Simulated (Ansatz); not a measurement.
# Al2Cu (P4/mmm) in Ansatz: elastic constants with PBEsol

Aim: the elastic constants of Al2Cu with PBEsol.

Program: Ansatz 0.2.0. These are calculated values, not measurements. Logs are shortened: lines on timing, memory, paths and dates and some standing lists are left out, and cuts for length are marked.

**1. Starting point**

It takes space group P4/mmm (No. 123, tetragonal). Conventional cell: a = 4.105 Å, b = 4.105 Å, c = 2.891 Å, α = 90.00°, β = 90.00°, γ = 90.00°. Around Cu (site symmetry 4/mmm) lie 8 Al at 2.51 Å. Around Al (site symmetry mmm) lie 4 Cu at 2.51 Å.

The cell comes from a database or a generator and needn't be the stable form of this composition.

**2. Elastic constants, PBEsol**

Input file input.yaml:

```yaml
crystal:
  lattice:
    - [4.105182, 0.0, 0.0]
    - [0.0, 4.105182, 0.0]
    - [0.0, 0.0, 2.891313]
  atoms:
    - { symbol: Cu, position: [0.0, 0.0, 0.0] }
    - { symbol: Al, position: [0.0, 0.5, 0.5] }
    - { symbol: Al, position: [0.5, 0.0, 0.5] }
hamiltonian:
  xc: pbesol
  pseudopotentials: { kind: paw }
kpoints:
  mp_grid: { grid: [6, 6, 8] }
scf:
  occupations: { method: fermi_dirac, width: 0.05 }
output:
  forces: true
  stress: true
elastic:
  mode: relaxed_ion
  stencil: two_point
```

Potentials or basis: Ansatz PAW.

On the command line:

```console
$ ansatz run input.yaml --threads 2 --pin off --max-ram 5632MiB --backend cpu --events-out ev --progress --plain --runs-dir out
```

The log of the run:

```text
Warning: RAYON_NUM_THREADS=2 ignored (pool sized by the plan → 2); use --threads N
Engine: ansatz 0.2.0, aarch64-unknown-linux-gnu
Pseudopotentials: kind: paw
Pseudopotential: Cu, paw, valence charge 19, recommended cutoff 420 eV (normal), Cu.paw.azcp
Pseudopotential: Al, paw, valence charge 3, recommended cutoff 420 eV (normal), Al.paw.azcp
Functional definition: PBEsol
  exchange = pbesol_x
  correlation = pbesol_c
Crystal: 3 atoms, lattice volume = 48.726 Å³
Basis set: ecut = 420 eV, 945 PW (Γ), exchange–correlation on 60×60×40 points (8 copies of the dense FFT grid, shifted against one another)
Bands: 17, of which v1, the nominal top of the filled ones, is band 13 counted from 1 (12 counted from 0)
Symmetry: 16 space group operations
Space group: P4/mmm (ITA 123), of the structure as read, at distance tolerance 3.7e-5 Å
k-points: 50 of 288
Non-local potential: Cu, projectors of the file, l = 0: 3, l = 1: 2, l = 2: 3, l = 3: 1
Non-local potential: Al, projectors of the file, l = 0: 2, l = 1: 2, l = 2: 1
PAW form: soft (Blöchl's): semilocal exchange-correlation on the pseudo side does not see the compensation charge
PAW frozen core: Cu, regenerated for the run's functional, and the local potential with it (the file was generated under x = pbe(κ = 0.804, μ = 0.2195149727645171), c = pbe(β = 0.06672455060314922))
PAW frozen core: Al, regenerated for the run's functional, and the local potential with it (the file was generated under x = pbe(κ = 0.804, μ = 0.2195149727645171), c = pbe(β = 0.06672455060314922))
PAW one-centre angular grid: Cu, 590 points (default); XC on 64 Gauss nodes
PAW one-centre angular grid: Al, 110 points (default); XC on 64 Gauss nodes
Initial density: superposition of atomic densities (neutral atoms: chi_scale 0, normalization atom), corrected by the library's trained network
Initial wavefunctions: pseudopotential atomic-orbital guess
Functional: x = pbesol(κ = 0.804, μ = 0.12345679012345678), c = pbesol(β = 0.046)
SCF iter   1: F=—  HF=-7637.946531 eV  |F-HF|=—  |Δ(HF+E_count)|=         —  Δρ=1.31e-2  dr2=5.23e-2  ethr=1.77e-3  ⟨swp⟩=5.6  Hψ=4396  notcnv=0
preconditioner: auto → Kerker (q_TF=auto, 2.441 Å⁻¹)  [metal: Δε(μ)=0.022 eV  Ē_g=8.013 eV  σ=0.050 eV  W_gap=0.11  n_scr=10 (ndim 8)  ℏωp=21.9 eV  f_vac=0.000  D(μ)=1.30/eV (n_scr^D=10)]
SCF iter   2: F=—  HF=-7637.938192 eV  |F-HF|=—  |Δ(HF+E_count)|=   8.34e-3  Δρ=1.24e-3  dr2=1.10e-3  ethr=2.09e-4  ⟨swp⟩=2.0  Hψ=1765  notcnv=0  defer=3
SCF iter   3: F=—  HF=-7637.937608 eV  |F-HF|=—  |Δ(HF+E_count)|=   5.84e-4  Δρ=1.49e-3  dr2=1.25e-3  ethr=4.41e-6  ⟨swp⟩=2.2  Hψ=1293  notcnv=0  defer=3
SCF iter   4: F=—  HF=-7637.937364 eV  |F-HF|=—  |Δ(HF+E_count)|=   2.44e-4  Δρ=5.32e-4  dr2=1.99e-4  ethr=4.41e-6  ⟨swp⟩=1.1  Hψ=884  notcnv=0  defer=3
SCF iter   5: F=—  HF=-7637.937335 eV  |F-HF|=—  |Δ(HF+E_count)|=   2.94e-5  Δρ=1.20e-4  dr2=1.24e-5  ethr=7.96e-7  ⟨swp⟩=1.5  Hψ=913  notcnv=0  defer=3
[... 126 lines left out ...]
  E_aug_tail   = 0.000235  (compensation charges beyond the density's cutoff)
  E_ewald      = -2287.480215
  E_core_change = 0.244480  (= ΣΔE_core)
  E_smearing   = -0.009686  (= −TS)
  E_closure    = -0.000000  (closes the sum)
  Σ components = -7637.937361   (vs F -7637.937361, Δ=0.00e0)
--- Forces (eV/Å), atoms counted from 1 ---
  atom   1  Cu    -0.00000000    -0.00000000     0.00000000
  atom   2  Al     0.00000000     0.00000000     0.00000000
  atom   3  Al     0.00000000     0.00000000     0.00000000
  max |Σ_I F_I| component: 2.71e-31 eV/Å
--- Stress (GPa, compression-positive) ---
       -1.432022       0.000000       0.000000
        0.000000      -1.432022       0.000000
        0.000000       0.000000      -3.665001
  P = ⅓ Tr σ = -2.1763 GPa (-21.763 kbar)
--- Band table (eV; the first three rows and the last of 50) ---
  k-point 0: bands = ["-104.4623", "-61.9751", "-61.9751", "-61.9593", "-1.2944", "3.8594", "4.3748", "5.0493", "5.2392", "5.2392", "6.8666", "6.8666", "9.1852", "10.1067", "15.1691", "15.3943", "15.3943"]
  k-point 1: bands = ["-104.4621", "-61.9750", "-61.9750", "-61.9611", "-1.0115", "3.9541", "4.4773", "4.9932", "4.9932", "5.0757", "7.3442", "7.3442", "9.3416", "10.2715", "12.3282", "15.6416", "15.6416"]
  k-point 2: bands = ["-104.4619", "-61.9746", "-61.9746", "-61.9657", "-0.1739", "4.1857", "4.6119", "4.6119", "4.6756", "5.1398", "8.4404", "8.4404", "9.1496", "9.8441", "10.8863", "16.1244", "16.1244"]
  k-point 49: bands = ["-104.4616", "-61.9742", "-61.9742", "-61.9719", "3.7098", "3.7098", "4.9846", "5.0451", "5.3743", "5.7398", "6.9802", "6.9802", "8.3194", "8.3552", "9.1892", "9.1892", "11.6332"]
--- Elastic constants: 4 strain directions × 2 members + reference (group order 16) ---
  dense FFT box of the reference and of every strained cell: 30×30×20
  strains applied: 11, 33, 23, 12; error gains: componentwise 1.00 (the most a stress slope's error grows in a printed constant), spectral 1.41 (1 for all six strains in a standard setting)
  C = ∂σ_k/∂η_j (tension-positive GPa; Voigt order 11 22 33 23 13 12):
       167.808     -5.120     98.027      0.000      0.000     -0.000
        -5.120    167.808     98.027      0.000      0.000     -0.000
        96.002     96.002     55.539      0.000      0.000     -0.000
         0.000      0.000      0.000     53.021      0.000      0.000
         0.000      0.000      0.000      0.000     53.021      0.000
        -0.000     -0.000      0.000      0.000      0.000     53.678
  reference stress σ⁰ (GPa):      1.432      1.432      3.665     -0.000     -0.000     -0.000
  C* (energy form; C + prestress term) asymmetry max|C*_kj − C*_jk| = 2.081e-1 GPa — a small one proves nothing (zero by symmetry where the batch's group is 432, −43m or m−3m); a large one is finite-difference/SCF noise where every solve meets its electron count
  moduli (Voigt/Reuss/Hill, GPa): K = 85.44/85.64/85.54   G = 45.43/321.73/183.58   E = 321.06   ν = -0.126
  mechanically stable: NO (min eigenvalue of sym C = -38.17 GPa)
  strain η (Voigt 11):  stress-route row diagonal C_11 = 167.81 GPa, energy-path curvature d²(F+E_count+ΔE)/dδ²/Ω₀ = 167.73 GPa
         δ    σ_11 (GPa)             F (eV)   n_scf  n_hpsi   n_pw
    -2.000e-3       1.0950       -7637.9381256      10   28558    968   relax 0 steps, max|allowed force component| 1.48e-31 eV/Å
     2.000e-3       1.7663       -7637.9363963       9   25361    972   relax 0 steps, max|allowed force component| 1.64e-31 eV/Å
  strain η (Voigt 33):  stress-route row diagonal C_33 = 55.54 GPa, energy-path curvature d²(F+E_count+ΔE)/dδ²/Ω₀ = 55.39 GPa
         δ    σ_33 (GPa)             F (eV)   n_scf  n_hpsi   n_pw
    -2.000e-3       3.5473       -7637.9395591      10   17983    968   relax 0 steps, max|allowed force component| 4.58e-30 eV/Å
     2.000e-3       3.7694       -7637.9351029       8   14766    976   relax 0 steps, max|allowed force component| 6.57e-32 eV/Å
  strain η (Voigt 23):  stress-route row diagonal C_44 = 53.02 GPa, energy-path curvature d²(F+E_count+ΔE)/dδ²/Ω₀ = 51.74 GPa
         δ    σ_23 (GPa)             F (eV)   n_scf  n_hpsi   n_pw
    -2.000e-3      -0.1060       -7637.9373317       8   31220    970   relax 0 steps, max|allowed force component| 0.00e0 eV/Å
     2.000e-3       0.1060       -7637.9373317       8   33261    970   relax 0 steps, max|allowed force component| 0.00e0 eV/Å
  strain η (Voigt 12):  stress-route row diagonal C_66 = 53.68 GPa, energy-path curvature d²(F+E_count+ΔE)/dδ²/Ω₀ = 52.92 GPa
         δ    σ_12 (GPa)             F (eV)   n_scf  n_hpsi   n_pw
    -2.000e-3      -0.1074       -7637.9373306       8   20075    968   relax 0 steps, max|allowed force component| 3.12e-31 eV/Å
     2.000e-3       0.1074       -7637.9373306       7   17927    968   relax 0 steps, max|allowed force component| 6.57e-32 eV/Å
```

elastic.tsv:

```text
# convention: tension-positive GPa; Voigt order 11 22 33 23 13 12; engineering shear strains; stresses and constants hold the Pulay correction, whose part of sigma0, of c and of each member's stress the lines and columns named pulay_correction_..._gpa give (of c_energy it is that of c and, on the columns of strains 1 to 3, that of sigma0; of a layer's constants it is that of c in the plane, times a tenth of its plane spacing in ang); where a line pulay_correction_withheld stands none holds it
[... 15 lines left out ...]
6	-1.0560598413e-30	-2.3793186187e-30	0.0000000000e0	0.0000000000e0	0.0000000000e0	5.3677753069e1	-1.0560598413e-30	-2.3793186187e-30	0.0000000000e0	0.0000000000e0	0.0000000000e0	5.3677753069e1	-9.4952196993e-35	-4.9070884575e-33	0.0000000000e0	0.0000000000e0	0.0000000000e0	7.0203437409e-2
```

elastic_members.tsv:

```text
[... 17 lines left out ...]
5	2.0000000000e-3	1.4313399307e0	1.4313399307e0	3.6652926610e0	0.0000000000e0	0.0000000000e0	1.0735556195e-1	-7.6379373306e3	-7.6379324851e3	7	17927	968	0	6.5738408768e-32	0.0000000000e0	-6.0446206753e-2	-6.0446206753e-2	-6.1201783417e-2	-0.0000000000e0	-0.0000000000e0	1.4040696547e-4	2.3762924405e-5	0.0000000000e0
```

Run time: 17 s. Hardware: 2 threads of Arm Neoverse V2, shared host; peak memory 0.38 GiB.

Results:

```yaml
Free_energy: -7637.9374 eV
Pressure: -2.2 GPa
Band_gap_on_the_k_mesh: none (metal or under the smearing width)
Voigt_bulk_modulus: 85 GPa
```

Stress tensor (GPa, compression positive):
```
-1.43  0.00  0.00
 0.00 -1.43  0.00
 0.00  0.00 -3.67
```

Levels at points of the mesh, in eV from the Fermi level:
```
              k point  band 10  band 11  band 12  band 13  band 14  band 15  band 16  band 17
   (0.00, 0.00, 0.00)    -4.09    -2.46    -2.46    -0.14     0.78     5.84     6.07     6.07
  (0.00, 0.00, -0.50)    -4.09    -3.05     2.45     2.46     2.46     2.64     2.64     3.01
  (0.00, -0.50, 0.00)    -4.12    -4.08    -1.15     1.50     1.65     1.84     7.22     8.25
 (0.00, -0.50, -0.50)    -4.17    -3.14    -2.55    -1.75     3.57     3.86     4.29     4.84
 (-0.50, -0.50, 0.00)    -4.24    -4.11    -4.11    -2.47     8.41     8.41     9.11     9.78
(-0.50, -0.50, -0.50)    -3.59    -2.34    -2.34    -1.01    -0.97    -0.14    -0.14     2.31
```

Elastic tensor in Voigt notation (GPa, in the Cartesian axes of the cell as first typed):
```
168  -5  98   0   0   0
 -5 168  98   0   0   0
 96  96  56   0   0   0
  0   0   0  53   0   0
  0   0   0   0  53   0
  0   0   0   0   0  54
```

Caveat: the elastic tensor has a negative eigenvalue, so either the cell is unstable as it stands or the mesh is too thin; the PAW data sets come from PBE, with cores solved anew for the run's functional, which leaves a small shift of forces and pressure.
